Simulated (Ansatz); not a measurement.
# Is GaAs (F-43m) stable when the ions move?, part 2 of 2

How do the phonons of GaAs change with temperature at fixed cell?

Ansatz 0.2.0; DFT PBE, scalar-relativistic, plane waves, PAW; PAW set soft_1.

So far. Step 2 (Probe on a coarse mesh): The start is under 3.3 GPa at this level and looks like an insulator or semiconductor on this mesh. Step 4 (Tight relaxation): The residual pressure is 8.5e-4 GPa, small enough for phonons. The relaxed cell has a = 5.746 Å (conventional setting).

## Step 5: Self-consistent phonons

Displacements are drawn from a Gaussian whose width depends on temperature, the forces on them update the Gaussian until it is self-consistent, and the free energy's curvature decides stability.

Contents of input.yaml:

```yaml
crystal:
  lattice:
    - [0.0, 2.8729472658, 2.8729472658]
    - [2.8729472658, 0.0, 2.8729472658]
    - [2.8729472658, 2.8729472658, 0.0]
  atoms:
    - { symbol: Ga, position: [0.0, 0.0, 0.0] }
    - { symbol: As, position: [0.25, 0.25, 0.25] }
kpoints:
  mp_grid: { grid: [12, 12, 12] }
hamiltonian:
  xc: pbe
  pseudopotentials: { kind: paw, azcp: { folder: soft_1 } }
scf:
  occupations: { method: gaussian, width: 0.02 }
  lower_state_search: "off"
output:
  stress: true
  eigenvalues: true
phonons:
  method: fd
  supercell: [3, 3, 3]
  temperatures: { t_max: 1000, t_step: 50 }
  qpath:
    path:
      - [[0.0, 0.0, 0.0], [0.5, 0.0, 0.5], [0.5, 0.25, 0.75], [0.375, 0.375, 0.75], [0.0, 0.0, 0.0], [0.5, 0.5, 0.5], [0.625, 0.25, 0.625], [0.5, 0.25, 0.75], [0.5, 0.5, 0.5], [0.375, 0.375, 0.75]]
      - [[0.625, 0.25, 0.625], [0.5, 0.0, 0.5]]
    npoints: 10
  self_consistent:
    temperatures: [50.0, 200.0, 400.0, 800.0]
    max_frames: 112
    max_frequency_error: 1.5
  dielectric: false
  interpolated_qmesh: [13, 13, 13]
```

On the command line:

```
> ansatz run input.yaml --threads 18 --pin off --max-ram 92160MiB --backend cuda --events-out ev --progress --plain --runs-dir out --max-vram 78GiB
```

Numbers of over 12 decimals in the logs are rounded to 6 here.

The program printed:

```text
[...]
Crystal: 54 atoms, lattice volume = 1280.492 Å³
Basis set: ecut = 420 eV, 25101 PW (Γ), exchange–correlation on 180×180×180 points (8 copies of the dense FFT grid, shifted against one another)
Bands: 486, of which v1, the nominal top of the filled ones, is band 378 counted from 1 (377 counted from 0)
Symmetry: 648 space group operations
k-points: 8 of 64 (time reversal used)
[...]
SCF iter   1: F=—  HF=-233276.574479 eV  |F-HF|=—  |Δ(HF+E_count)|=         —  Δρ=1.70e-8  dr2=2.27e-12  ethr=1.00e-12  ⟨swp⟩=3.0  Hψ=9397  notcnv=0
[...]
SCF iter   2: F=-233276.574479 eV  HF=-233276.574479 eV  |F-HF|=2.04e-10  |Δ(HF+E_count)|=  2.91e-11  Δρ=9.43e-9  dr2=9.16e-13  ethr=1.00e-12  ⟨swp⟩=3.0  Hψ=8417  notcnv=0
SCF 1 converged in 2 iterations: F = -233276.574479 eV  dr2 = 9.16e-13
[...]
Symmetry: 4 space group operations
k-points: 18 of 64 (time reversal used)
[...]
SCF iter   9: F=-233276.574452 eV  HF=-233276.574452 eV  |F-HF|=5.82e-11  |Δ(HF+E_count)|=  1.46e-10  Δρ=1.87e-8  dr2=3.04e-12  ethr=1.00e-12  ⟨swp⟩=5.0  Hψ=33555  notcnv=0
SCF 2 converged in 9 iterations: F = -233276.574452 eV  dr2 = 3.04e-12
[...]
SCF iter   8: F=-233276.574447 eV  HF=-233276.574447 eV  |F-HF|=5.82e-11  |Δ(HF+E_count)|=  8.73e-11  Δρ=1.27e-8  dr2=2.82e-12  ethr=1.00e-12  ⟨swp⟩=5.1  Hψ=36036  notcnv=0
SCF 3 converged in 8 iterations: F = -233276.574447 eV  dr2 = 2.82e-12
[...]
── the supercell at rest and the probe, ahead of the frames of phonons at temperature ──
[...]
SCF iter   1: F=—  HF=-233278.786662 eV  |F-HF|=—  |Δ(HF+E_count)|=         —  Δρ=4.20e-2  dr2=1.24e1  ethr=3.10e-3  ⟨swp⟩=5.9  Hψ=60244  notcnv=0  defer=101
[...]
SCF iter   2: F=—  HF=-233277.321723 eV  |F-HF|=—  |Δ(HF+E_count)|=    1.46e0  Δρ=2.26e-2  dr2=4.30e0  ethr=1.64e-3  ⟨swp⟩=2.0  Hψ=20375  notcnv=0  defer=3637
[...]
by the supercell's own 159 modes alone, which lack the rigid motions: in the warmth about 1/54 of what the motion makes, which no ± holds; not to be laid beside figures on a mesh
    beyond the Gaussian, in the hollow that it stands in and those that the ions reach from there, by exact statistics on the surface that is fitted to the frames (rings of 16 beads):
[...]
251.90      249.73 ±  0.44      243.12 ±  0.61
           251.90      249.73 ±  0.44      243.12 ±  0.61
      q 0.0000 0.0000 0.3333, and 7 like it
            55.80       54.37 ±  0.05       53.80 ±  0.05
            55.80       54.37 ±  0.05       53.80 ±  0.05
           154.65      153.56 ±  0.08      151.82 ±  0.18
           243.90      242.54 ±  0.09      236.55 ±  0.12
           243.90      242.54 ±  0.09      236.55 ±  0.12
           245.23      243.36 ±  0.11      238.87 ±  0.18
      q 0.0000 0.3333 0.3333, and 5 like it
            72.50       70.73 ±  0.07       69.67 ±  0.13
            72.50       70.73 ±  0.07       69.67 ±  0.13
           158.66      157.63 ±  0.08      155.83 ±  0.16
           235.08      234.27 ±  0.05      228.61 ±  0.08
           235.08      234.27 ±  0.05      228.61 ±  0.08
           251.05      249.05 ±  0.36      244.86 ±  0.61
      q 0.0000 0.3333 0.6667, and 11 like it
            75.72       73.79 ±  0.05       72.85 ±  0.06
           105.37      102.85 ±  0.09      101.70 ±  0.12
           178.78      177.71 ±  0.09      174.98 ±  0.11
           201.95      201.39 ±  0.15      197.34 ±  0.21
           235.15      234.34 ±  0.13      228.73 ±  0.16
           249.77      248.54 ±  0.12      243.74 ±  0.16
  at 800 K
    the largest error of a frequency is 0.11 times what was asked for; the fitted model misses 2.7 % of the forces, every mode counted alike and far frames for less, of frames that it was not fitted to; the frames count as 15.5 of this Gaussian
    softest of the free energy's second derivatives: 52.11 ± 0.14 cm⁻¹ at q 0.6667 0.0000 0.0000; ahead of this temperature's last population 52.01
    the crystal stands in this phase at this temperature, as far as these wave vectors tell
    the ions' mean positions are those at rest
    free energy -8640.401185 ± 0.000116 eV a cell, of which vibrations -0.528056; entropy 113.675 ± 0.034 J/(mol·K) of cells
[...]
the supercell's own free energy is the best Gaussian's, an upper bound on the crystal's: what lies beyond it on the fitted surface stands below, to be added
    pressure 1.1087 ± 0.0102 GPa; at rest 0.0008, so that the ions' motion makes +1.1079
      stress (GPa, positive in compression): xx 1.1087 ± 0.0102, yy 1.1087 ± 0.0102, zz 1.1087 ± 0.0102, yz -0.0000 ± 0.0000, xz 0.0000 ± 0.0000, xy 0.0000 ± 0.0000
[...]
free energy -0.005177 ± 0.000176 eV a cell
      leaving out a pair of frames, or group of many, changes the fitted energy by up to 0.08 k_B T, T the rings' temperature (one standard deviation); of these ± those of the frequencies lack the bias that few frames leave, and those of the mean squares the mean places' part of it
      pressure +0.0085 ± 0.0062 GPa; with it, by the rings' own mean, 1.1173 ± 0.0142, so that the ions' motion makes +1.1164: by the supercell's own 159 modes alone, as the Gaussian's
      mean square displacement, over the three axes, of site 0 from 0, Ga, the most changed: 0.07982 ± 0.00030 Å², of which +0.00529 beyond the Gaussian's
      softest frequency by how far the rings' centres move (above zero always: no sign of whether the crystal stands): 52.12 ± 0.10 cm⁻¹ at q 0.3333 0.3333 0.3333
    frequencies (cm⁻¹; below zero: imaginary; ±: error) of the harmonic crystal, of the Gaussian, of the free energy's second derivatives, each in its own ascending order
      q 0.0000 0.0000 0.0000
           251.90      247.82 ±  0.30      235.10 ±  0.60
           251.90      247.82 ±  0.30      235.10 ±  0.60
           251.90      247.82 ±  0.30      235.10 ±  0.60
      q 0.0000 0.0000 0.3333, and 7 like it
            55.80       53.24 ±  0.12       52.11 ±  0.14
            55.80       53.24 ±  0.12       52.11 ±  0.14
           154.65      152.68 ±  0.07      149.28 ±  0.24
           243.90      240.86 ±  0.18      229.28 ±  0.29
           243.90      240.86 ±  0.18      229.28 ±  0.29
           245.23      241.94 ±  0.20      233.29 ±  0.60
      q 0.0000 0.3333 0.3333, and 5 like it
            72.50       69.29 ±  0.15       67.21 ±  0.18
            72.50       69.29 ±  0.15       67.21 ±  0.18
           158.66      156.50 ±  0.19      152.93 ±  0.21
           235.08      233.15 ±  0.15      222.20 ±  0.59
           235.08      233.15 ±  0.15      222.20 ±  0.59
           251.05      246.39 ±  0.28      238.32 ±  0.78
      q 0.0000 0.3333 0.6667, and 11 like it
            75.72       72.13 ±  0.12       70.23 ±  0.14
           105.37      100.53 ±  0.15       98.25 ±  0.19
           178.78      176.73 ±  0.11      171.37 ±  0.15
           201.95      200.82 ±  0.24      192.98 ±  0.34
           235.15      233.44 ±  0.12      222.63 ±  0.20
           249.77      247.09 ±  0.22      237.86 ±  0.48
```

Run time: 10 min. Hardware: 1 × NVIDIA GB200 with 18 threads of Arm Neoverse V2, shared host; peak memory 3.2 GiB.

Numbers from this step:

```
point group                     : -43m
frames solved                   : 40
pressure of the lattice at rest : 8.50e-4 GPa
```

50 K; each column in its own order of rank; one wavevector of each set of like ones; translations left out; no LO-TO term. Modes at 50K, by row:

| q1 | q2 | q3 | rank | harmonic (cm⁻¹) | gaussian (cm⁻¹) | gaussian error (cm⁻¹) | hessian (cm⁻¹) | hessian error (cm⁻¹) | path integral (cm⁻¹) | path integral error (cm⁻¹) |
| --- | --- | --- | --- | --- | --- | --- | --- | --- | --- | --- |
| 0 | 0 | 0 | 1 | 251.9 | 251.9 | 0.1 | 250.7 | 0.1 | 250.8 | 0.3 |
| 0 | 0 | 0 | 2 | 251.9 | 251.9 | 0.1 | 250.7 | 0.1 | 250.8 | 0.3 |
| 0 | 0 | 0 | 3 | 251.9 | 251.9 | 0.1 | 250.7 | 0.1 | 250.8 | 0.3 |
| 0 | 0 | 0.3333 | 1 | 55.8 | 55.2 | 0 | 55.2 | 0 | 55.2 | 0 |
| 0 | 0 | 0.3333 | 2 | 55.8 | 55.2 | 0 | 55.2 | 0 | 55.2 | 0 |
| 0 | 0 | 0.3333 | 3 | 154.7 | 154.6 | 0.1 | 154.2 | 0.1 | 154.2 | 0.1 |
| 0 | 0 | 0.3333 | 4 | 243.9 | 244 | 0.1 | 242.9 | 0.1 | 242.9 | 0.1 |
| 0 | 0 | 0.3333 | 5 | 243.9 | 244 | 0.1 | 242.9 | 0.1 | 242.9 | 0.1 |
| 0 | 0 | 0.3333 | 6 | 245.2 | 245.3 | 0 | 244.4 | 0 | 244.5 | 0.1 |
| 0 | 0.3333 | 0.3333 | 1 | 72.5 | 71.8 | 0 | 71.6 | 0.1 | 71.6 | 0 |
| 0 | 0.3333 | 0.3333 | 2 | 72.5 | 71.8 | 0 | 71.6 | 0.1 | 71.6 | 0 |
| 0 | 0.3333 | 0.3333 | 3 | 158.7 | 158.6 | 0.1 | 158.2 | 0.1 | 158.2 | 0.1 |
| 0 | 0.3333 | 0.3333 | 4 | 235.1 | 235.5 | 0 | 234.4 | 0.1 | 234.2 | 0.1 |
| 0 | 0.3333 | 0.3333 | 5 | 235.1 | 235.5 | 0 | 234.4 | 0.1 | 234.2 | 0.1 |
| 0 | 0.3333 | 0.3333 | 6 | 251.1 | 251 | 0 | 250.2 | 0.1 | 250.3 | 0.2 |
| 0 | 0.3333 | 0.6667 | 1 | 75.7 | 74.9 | 0 | 74.7 | 0 | 74.7 | 0 |
| 0 | 0.3333 | 0.6667 | 2 | 105.4 | 104.5 | 0 | 104.3 | 0.1 | 104.3 | 0 |
| 0 | 0.3333 | 0.6667 | 3 | 178.8 | 178.8 | 0 | 178.3 | 0 | 178.2 | 0.1 |
| 0 | 0.3333 | 0.6667 | 4 | 202 | 202.3 | 0 | 201.5 | 0 | 201.5 | 0.1 |
| 0 | 0.3333 | 0.6667 | 5 | 235.1 | 235.6 | 0 | 234.5 | 0 | 234.5 | 0.1 |
| 0 | 0.3333 | 0.6667 | 6 | 249.8 | 250.1 | 0 | 249.1 | 0 | 249.2 | 0.1 |

200 K; each column in its own order of rank; one wavevector of each set of like ones; translations left out; no LO-TO term. Modes at 200K, by row:

| q1 | q2 | q3 | rank | harmonic (cm⁻¹) | gaussian (cm⁻¹) | gaussian error (cm⁻¹) | hessian (cm⁻¹) | hessian error (cm⁻¹) | path integral (cm⁻¹) | path integral error (cm⁻¹) |
| --- | --- | --- | --- | --- | --- | --- | --- | --- | --- | --- |
| 0 | 0 | 0 | 1 | 251.9 | 251 | 0.1 | 247.6 | 0.1 | 247.6 | 0.4 |
| 0 | 0 | 0 | 2 | 251.9 | 251 | 0.1 | 247.6 | 0.1 | 247.6 | 0.4 |
| 0 | 0 | 0 | 3 | 251.9 | 251 | 0.1 | 247.6 | 0.1 | 247.6 | 0.4 |
| 0 | 0 | 0.3333 | 1 | 55.8 | 55 | 0 | 54.7 | 0 | 54.7 | 0 |
| 0 | 0 | 0.3333 | 2 | 55.8 | 55 | 0 | 54.7 | 0 | 54.7 | 0 |
| 0 | 0 | 0.3333 | 3 | 154.7 | 154 | 0.1 | 153.1 | 0.1 | 153 | 0.1 |
| 0 | 0 | 0.3333 | 4 | 243.9 | 243.2 | 0.1 | 240.2 | 0.1 | 239.9 | 0.2 |
| 0 | 0 | 0.3333 | 5 | 243.9 | 243.2 | 0.1 | 240.2 | 0.1 | 239.9 | 0.2 |
| 0 | 0 | 0.3333 | 6 | 245.2 | 244.5 | 0.1 | 242.3 | 0.2 | 242 | 0.2 |
| 0 | 0.3333 | 0.3333 | 1 | 72.5 | 71.5 | 0 | 71 | 0 | 71 | 0 |
| 0 | 0.3333 | 0.3333 | 2 | 72.5 | 71.5 | 0 | 71 | 0 | 71 | 0 |
| 0 | 0.3333 | 0.3333 | 3 | 158.7 | 158.2 | 0 | 157.3 | 0.1 | 157.3 | 0.1 |
| 0 | 0.3333 | 0.3333 | 4 | 235.1 | 234.8 | 0 | 232 | 0.1 | 231.7 | 0.3 |
| 0 | 0.3333 | 0.3333 | 5 | 235.1 | 234.8 | 0 | 232 | 0.1 | 231.7 | 0.3 |
| 0 | 0.3333 | 0.3333 | 6 | 251.1 | 250.2 | 0.1 | 248.1 | 0.1 | 248 | 0.2 |
| 0 | 0.3333 | 0.6667 | 1 | 75.7 | 74.6 | 0 | 74.1 | 0 | 74.1 | 0.1 |
| 0 | 0.3333 | 0.6667 | 2 | 105.4 | 104 | 0.1 | 103.4 | 0.1 | 103.4 | 0.1 |
| 0 | 0.3333 | 0.6667 | 3 | 178.8 | 178.3 | 0 | 176.9 | 0.1 | 176.8 | 0.2 |
| 0 | 0.3333 | 0.6667 | 4 | 202 | 201.8 | 0.1 | 199.8 | 0.1 | 199.7 | 0.2 |
| 0 | 0.3333 | 0.6667 | 5 | 235.1 | 234.9 | 0 | 232 | 0.1 | 231.8 | 0.2 |
| 0 | 0.3333 | 0.6667 | 6 | 249.8 | 249.3 | 0.1 | 246.9 | 0.1 | 246.7 | 0.2 |

400 K; each column in its own order of rank; one wavevector of each set of like ones; translations left out; no LO-TO term. Modes at 400K, by row:

| q1 | q2 | q3 | rank | harmonic (cm⁻¹) | gaussian (cm⁻¹) | gaussian error (cm⁻¹) | hessian (cm⁻¹) | hessian error (cm⁻¹) | path integral (cm⁻¹) | path integral error (cm⁻¹) |
| --- | --- | --- | --- | --- | --- | --- | --- | --- | --- | --- |
| 0 | 0 | 0 | 1 | 251.9 | 249.7 | 0.4 | 243.1 | 0.6 | 241.7 | 0.9 |
| 0 | 0 | 0 | 2 | 251.9 | 249.7 | 0.4 | 243.1 | 0.6 | 241.7 | 0.9 |
| 0 | 0 | 0 | 3 | 251.9 | 249.7 | 0.4 | 243.1 | 0.6 | 241.7 | 0.9 |
| 0 | 0 | 0.3333 | 1 | 55.8 | 54.4 | 0 | 53.8 | 0 | 53.8 | 0 |
| 0 | 0 | 0.3333 | 2 | 55.8 | 54.4 | 0 | 53.8 | 0 | 53.8 | 0 |
| 0 | 0 | 0.3333 | 3 | 154.7 | 153.6 | 0.1 | 151.8 | 0.2 | 151.8 | 0.2 |
| 0 | 0 | 0.3333 | 4 | 243.9 | 242.5 | 0.1 | 236.5 | 0.1 | 236.1 | 0.6 |
| 0 | 0 | 0.3333 | 5 | 243.9 | 242.5 | 0.1 | 236.5 | 0.1 | 236.1 | 0.6 |
| 0 | 0 | 0.3333 | 6 | 245.2 | 243.4 | 0.1 | 238.9 | 0.2 | 238.3 | 0.4 |
| 0 | 0.3333 | 0.3333 | 1 | 72.5 | 70.7 | 0.1 | 69.7 | 0.1 | 69.6 | 0.1 |
| 0 | 0.3333 | 0.3333 | 2 | 72.5 | 70.7 | 0.1 | 69.7 | 0.1 | 69.6 | 0.1 |
| 0 | 0.3333 | 0.3333 | 3 | 158.7 | 157.6 | 0.1 | 155.8 | 0.2 | 155.7 | 0.2 |
| 0 | 0.3333 | 0.3333 | 4 | 235.1 | 234.3 | 0.1 | 228.6 | 0.1 | 228.2 | 0.5 |
| 0 | 0.3333 | 0.3333 | 5 | 235.1 | 234.3 | 0.1 | 228.6 | 0.1 | 228.2 | 0.5 |
| 0 | 0.3333 | 0.3333 | 6 | 251.1 | 249.1 | 0.4 | 244.9 | 0.6 | 244.2 | 0.5 |
| 0 | 0.3333 | 0.6667 | 1 | 75.7 | 73.8 | 0 | 72.8 | 0.1 | 72.8 | 0.1 |
| 0 | 0.3333 | 0.6667 | 2 | 105.4 | 102.9 | 0.1 | 101.7 | 0.1 | 101.6 | 0.1 |
| 0 | 0.3333 | 0.6667 | 3 | 178.8 | 177.7 | 0.1 | 175 | 0.1 | 174.7 | 0.2 |
| 0 | 0.3333 | 0.6667 | 4 | 202 | 201.4 | 0.1 | 197.3 | 0.2 | 197.1 | 0.4 |
| 0 | 0.3333 | 0.6667 | 5 | 235.1 | 234.3 | 0.1 | 228.7 | 0.2 | 228.1 | 0.4 |
| 0 | 0.3333 | 0.6667 | 6 | 249.8 | 248.5 | 0.1 | 243.7 | 0.2 | 243.2 | 0.4 |

800 K; each column in its own order of rank; one wavevector of each set of like ones; translations left out; no LO-TO term. Modes at 800K, by row:

| q1 | q2 | q3 | rank | harmonic (cm⁻¹) | gaussian (cm⁻¹) | gaussian error (cm⁻¹) | hessian (cm⁻¹) | hessian error (cm⁻¹) | path integral (cm⁻¹) | path integral error (cm⁻¹) |
| --- | --- | --- | --- | --- | --- | --- | --- | --- | --- | --- |
| 0 | 0 | 0 | 1 | 251.9 | 247.8 | 0.3 | 235.1 | 0.6 | 231.5 | 0.7 |
| 0 | 0 | 0 | 2 | 251.9 | 247.8 | 0.3 | 235.1 | 0.6 | 231.5 | 0.7 |
| 0 | 0 | 0 | 3 | 251.9 | 247.8 | 0.3 | 235.1 | 0.6 | 231.5 | 0.7 |
| 0 | 0 | 0.3333 | 1 | 55.8 | 53.2 | 0.1 | 52.1 | 0.1 | 52.1 | 0.1 |
| 0 | 0 | 0.3333 | 2 | 55.8 | 53.2 | 0.1 | 52.1 | 0.1 | 52.1 | 0.1 |
| 0 | 0 | 0.3333 | 3 | 154.7 | 152.7 | 0.1 | 149.3 | 0.2 | 149 | 0.2 |
| 0 | 0 | 0.3333 | 4 | 243.9 | 240.9 | 0.2 | 229.3 | 0.3 | 226.8 | 0.5 |
| 0 | 0 | 0.3333 | 5 | 243.9 | 240.9 | 0.2 | 229.3 | 0.3 | 226.8 | 0.5 |
| 0 | 0 | 0.3333 | 6 | 245.2 | 241.9 | 0.2 | 233.3 | 0.6 | 232.1 | 0.5 |
| 0 | 0.3333 | 0.3333 | 1 | 72.5 | 69.3 | 0.1 | 67.2 | 0.2 | 67.1 | 0.1 |
| 0 | 0.3333 | 0.3333 | 2 | 72.5 | 69.3 | 0.1 | 67.2 | 0.2 | 67.1 | 0.1 |
| 0 | 0.3333 | 0.3333 | 3 | 158.7 | 156.5 | 0.2 | 152.9 | 0.2 | 152.5 | 0.4 |
| 0 | 0.3333 | 0.3333 | 4 | 235.1 | 233.1 | 0.1 | 222.2 | 0.6 | 219.8 | 0.6 |
| 0 | 0.3333 | 0.3333 | 5 | 235.1 | 233.1 | 0.1 | 222.2 | 0.6 | 219.8 | 0.6 |
| 0 | 0.3333 | 0.3333 | 6 | 251.1 | 246.4 | 0.3 | 238.3 | 0.8 | 236.4 | 0.5 |
| 0 | 0.3333 | 0.6667 | 1 | 75.7 | 72.1 | 0.1 | 70.2 | 0.1 | 70.2 | 0.2 |
| 0 | 0.3333 | 0.6667 | 2 | 105.4 | 100.5 | 0.2 | 98.3 | 0.2 | 98 | 0.2 |
| 0 | 0.3333 | 0.6667 | 3 | 178.8 | 176.7 | 0.1 | 171.4 | 0.2 | 170.6 | 0.2 |
| 0 | 0.3333 | 0.6667 | 4 | 202 | 200.8 | 0.2 | 193 | 0.3 | 191.3 | 0.4 |
| 0 | 0.3333 | 0.6667 | 5 | 235.1 | 233.4 | 0.1 | 222.6 | 0.2 | 220.4 | 0.6 |
| 0 | 0.3333 | 0.6667 | 6 | 249.8 | 247.1 | 0.2 | 237.9 | 0.5 | 236.3 | 0.5 |

By temperature, by row:

| T (K) | verdict | pressure (GPa) | error (GPa) | vibrational free energy (eV/cell) | entropy (J/mol-cell/K) | free energy beyond the Gaussian (eV/cell) | mean-square displacement of the first Ga, sum over three axes, rings (Å²) | rings doubtful |
| --- | --- | --- | --- | --- | --- | --- | --- | --- |
| 50 | stable | 0.2384 | 0.0015 | 0.06181 | 7.637 | -5.06e-5 | 0.006972 | false |
| 200 | stable | 0.3325 | 0.0025 | 0.01657 | 48.23 | -3.05e-4 | 0.01867 | false |
| 400 | stable | 0.5707 | 0.0037 | -0.1194 | 79.88 | -0.00124 | 0.03744 | false |
| 800 | stable | 1.109 | 0.01 | -0.5281 | 113.7 | -0.00518 | 0.07982 | false |

Table of lowest frequency on the supercell's wavevectors (translations apart) by temperature:

| temperature (K) | harmonic (cm⁻¹) | gaussian (cm⁻¹) | hessian (cm⁻¹) | path integral (cm⁻¹) |
| --- | --- | --- | --- | --- |
| 50 | 55.8 | 55.2 | 55.2 | 55.2 |
| 200 | 55.8 | 55.0 | 54.7 | 54.7 |
| 400 | 55.8 | 54.4 | 53.8 | 53.8 |
| 800 | 55.8 | 53.2 | 52.1 | 52.1 |

Free-energy Hessian at 800 K, interpolated by phonopy, no LO-TO term. The phonon branches at the labelled points (cm⁻¹):

| point | branch 1 | branch 2 | branch 3 | branch 4 | branch 5 | branch 6 |
| --- | --- | --- | --- | --- | --- | --- |
| Γ | 0 | 0 | 0 | 235 | 235 | 235 |
| halfway | 64 | 64 | 120 | 227 | 227 | 243 |
| X | 59 | 59 | 202 | 212 | 218 | 218 |
| halfway | 68 | 72 | 190 | 198 | 225 | 226 |
| W | 78 | 86 | 180 | 188 | 228 | 231 |
| halfway | 73 | 88 | 180 | 191 | 224 | 233 |
| K | 68 | 89 | 181 | 194 | 221 | 235 |
| halfway | 54 | 74 | 125 | 230 | 230 | 234 |
| Γ | 0 | 0 | 0 | 235 | 235 | 235 |
| halfway | 46 | 46 | 117 | 231 | 231 | 239 |
| L | 55 | 55 | 194 | 210 | 227 | 227 |
| halfway | 66 | 83 | 179 | 201 | 225 | 235 |
| U | 68 | 89 | 181 | 194 | 221 | 235 |
| halfway | 73 | 88 | 180 | 191 | 224 | 233 |
| W | 78 | 86 | 180 | 188 | 228 | 231 |
| halfway | 69 | 87 | 176 | 199 | 225 | 235 |
| L | 55 | 55 | 194 | 210 | 227 | 227 |
| halfway | 66 | 83 | 179 | 201 | 225 | 235 |
| K | 68 | 89 | 181 | 194 | 221 | 235 |
| jump to U | 68 | 89 | 181 | 194 | 221 | 235 |
| halfway | 62 | 69 | 194 | 205 | 219 | 227 |
| X | 59 | 59 | 202 | 212 | 218 | 218 |

The phonon branches as a text plot (rows in cm⁻¹):

```
    238 |*******       *****************    *****   ***    ***
    228 |   ***    *****  ******      ********  ************  **
    218 |      ****     **  *            *    **            *****
    208 |        ***       *              **           ****    **
    197 |        ****   ***               * *****   *** ** ******
    187 |       *   ****                 * *     ***   *  *   *
    177 |            *****                  ***********    ***
    167 |      *          *             *
    157 |                  *
    147 |     *             *
    137 |                              *
    127 |                    *
    116 |    *                        *
    106 |
     96 |   *             **  **              *     *       **
     86 |            *****  *        *      ** ***** *     *
     76 |           ****     *  *                **** *   *   *
     66 |  * ****  *    *****       *      ******    **   ******
     56 |   *    **          ***       *****           ***      *
     46 |                     ***     *
     35 | **                     * * *
     25 |                       **  *
     15 | *                      * *
      5 |*                        *
         Γ       X    W  K        Γ      L     U  W     L   K|U X
```

The lowest frequency on the supercell's wavevectors (translations apart) is 55.8 cm⁻¹ at 200 K (harmonic); 55.0 cm⁻¹ at 200 K (gaussian); 54.7 cm⁻¹ at 200 K (hessian). On this path the spectrum ends at 243 cm⁻¹ (between Γ and X).

## Step 6: Results

```yaml
50_k: stable; softest mode 55.2 cm⁻¹ (harmonic 55.8); pressure 0.238 GPa
200_k: stable; softest mode 54.7 cm⁻¹ (harmonic 55.8); pressure 0.333 GPa
400_k: stable; softest mode 53.8 cm⁻¹ (harmonic 55.8); pressure 0.571 GPa
800_k: stable; softest mode 52.1 cm⁻¹ (harmonic 55.8); pressure 1.11 GPa
```

In words: At fixed cell GaAs is judged stable at 50 K, stable at 200 K, stable at 400 K and stable at 800 K. The crystal is harmonically stable on these wavevectors; at fixed cell its lowest frequency is 55.8 cm⁻¹ in the harmonic picture and 52.1 cm⁻¹ from the free energy at 800 K. At 800 K the largest relative shift among harmonically stable modes above 20 cm⁻¹ that exceeds three times its error is at q = (0, 0.3333, 0.3333): 72.5 cm⁻¹ becomes 67.2 ± 0.2 cm⁻¹, matching modes by rank. The pressure column includes 8.5e-4 GPa of the lattice at rest on the supercell's coarser k-mesh; in the Gaussian the ions' motion adds +1.11 GPa at 800 K, from the supercell's own modes alone. The cell is held fixed, the 54-atom supercell samples only its own wavevectors, and LO–TO splitting and linewidths are not included; the verdicts are statistical.

[Logs are printed without paths, hosts, clocks, repeated set-up lines and the standing remarks that a program may print on its own settings, such as how far it seeks lower states.]

[Hosts, paths, dates, database ids (printed as entryN), source tags and the programs' standing remarks are cut or masked in the printed files.]

[A step with changed settings may run another functional than the one named; its input shows which.]
